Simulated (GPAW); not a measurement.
Pt:

```
Pt
1.0
     0.00000    1.96090    1.96090
     1.96090    0.00000    1.96090
     1.96090    1.96090    0.00000
Pt
1
Cartesian
  0.0000 0.0000 0.0000
```

Program: GPAW 26.7.0. Alike in all runs: cell as given; cutoff (eV) 600.

Question: Order these runs on this cell by their pressure, lowest first.
A. level PBE; potentials or basis GPAW PAW data sets (gpaw-data 1.2.1), pw; spin off; k mesh 12 × 12 × 12; smearing gaussian 0.028 eV
B. level PBEsol; potentials or basis PAW data sets generated in the run's folder for this functional, pw; spin SOC, no magnetisation; k mesh 9 × 9 × 9; smearing fermi-dirac 0.05 eV; band path GXWKGLUWLK,UX; band points 80; spin axis theta (degrees) 54.7; spin axis phi (degrees) 45; soc after scf second variation
C. level revPBE; potentials or basis the program's PAW data sets (release 1.2.1) made for this functional, pw; spin off; k mesh 12 × 12 × 12; smearing fermi-dirac 0.05 eV; band path GXWKGLUWLK,UX; band points 100
D. level LDA; potentials or basis the program's PAW data sets (release 1.2.1) made for this functional, pw; spin off; k mesh 12 × 12 × 12; smearing fermi-dirac 0.05 eV; band path GXWKGLUWLK,UX; band points 100
E. level r2SCAN; potentials or basis GPAW PAW data sets (gpaw-data 1.2.1), pw; spin off; k mesh 12 × 12 × 12; smearing fermi-dirac 0.05 eV; band path GXWKGLUWLK,UX; band points 60

Answer: D (-7.0 GPa), B (-1.5 GPa), E (6.2 GPa), A (9.7 GPa), C (13.2 GPa).

Caveats: the PAW data sets were made with another functional, which shifts forces and pressure a little (some runs); spin-orbit coupling was added after a scalar SCF, so levels and gaps hold it while energy, forces, pressure and moments don't (some runs).
